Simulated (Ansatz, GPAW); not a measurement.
## W: 3 runs at one level of theory

```
CELL_PARAMETERS angstrom
2.80966 0.00000 0.00000
0.00000 4.86387 0.00000
0.00000 0.00000 4.92370
ATOMIC_POSITIONS crystal
W 0.80404 0.92913 0.75151
W 0.21170 0.43819 0.76138
W 0.21701 0.05754 0.24791
W 0.81267 0.56135 0.25130
```

This isn't the form of W at room conditions, which is bcc.

Atoms were shifted at random by some hundredths of an Å from the given cell, which wasn't relaxed again for these runs.

Alike in all runs: task single point; functional PBEsol; k mesh 9 × 6 × 6; occupations fermi-dirac, width 0.05 eV; no spin polarisation; no spin-orbit coupling. Pressure is positive in compression and, in plane waves, holds the error of the finite cutoff, which Ansatz's Pulay term estimates and takes out.

| program and potentials | plane-wave cutoff (eV) | notes | pressure (GPa) | largest force (eV/Å) | energy over the undisturbed cell (meV/atom) |
| --- | --- | --- | --- | --- | --- |
| Ansatz, Ansatz PAW | 420 | potentials made for PBE, which Ansatz adapts in part | ? | ? | ? |
| Ansatz, all-electron LAPW, scalar-relativistic | - | - | -9.85 | 0.746 | - |
| GPAW, PAW data sets generated for this functional | 600 | - | -10.28 | 0.745 | 8.34 |

Estimate from the other rows what the run with Ansatz, Ansatz PAW gave.

Pressure -9.93 GPa; largest force 0.744 eV/Å; energy over the undisturbed cell 8.38 meV/atom. Its pressure holds a Pulay term of +0.05 GPa. The other rows, which needn't bracket it: pressure -10.28 to -9.85; largest force 0.745 to 0.746; energy over the undisturbed cell 8.34.
